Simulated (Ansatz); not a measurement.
# Al (simple hexagonal type): the cost of one run

Program: Ansatz 0.2.0. Level of theory: DFT PBE, with the methods named in each step. These are calculated values, not measurements.

1 further run of the same task is left out (it didn't finish).

## 1. The structure to begin with

Symmetry: P6/mmm, No. 191, hexagonal system. The conventional cell has a = 2.762 Å, b = 2.762 Å, c = 2.596 Å, α = 90.00°, β = 90.00°, γ = 120.00°. Around Al (site symmetry 6/mmm) lie 8 Al at 2.60 to 2.76 Å.

Structure file:

```xyz
1
Lattice="2.7615 0.0000 0.0000 -1.3808 2.3915 0.0000 0.0000 0.0000 2.5958" Properties=species:S:1:pos:R:3 pbc="T T T"
Al    0.0000    0.0000    0.0000
```

Whether this phase is the stable one at these pressures isn't tested.

## 2. Cell relaxed at zero pressure, PAW

input.yaml reads:

```yaml
crystal:
  lattice:
    - [2.7615049113, 0.0, 0.0]
    - [-1.3807524557, 2.3915334059, 0.0]
    - [0.0, 0.0, 2.5958146166]
  atoms:
    - { symbol: Al, position: [0.0, 0.0, 0.0] }
kpoints:
  mp_grid: { grid: [16, 16, 15] }
scf:
  occupations: { method: fermi_dirac, width: 0.08 }
hamiltonian:
  xc: pbe
  pseudopotentials: { kind: paw }
output:
  forces: true
  stress: true
  write_density: true
  write_potential: true
  elf: true
  volumetric_format: npy
relax:
  f_tol: 0.005
  max_steps: 40
  cell: {}
```

Launch:

```
> ansatz run input.yaml --threads 1 --pin off --max-ram 2048MiB --backend cpu --events-out ev --progress --plain --runs-dir out
```

What time and memory should one allow on 1 thread of Arm Neoverse V1, shared host?

About 13 s, with a peak of 0.3 GiB.
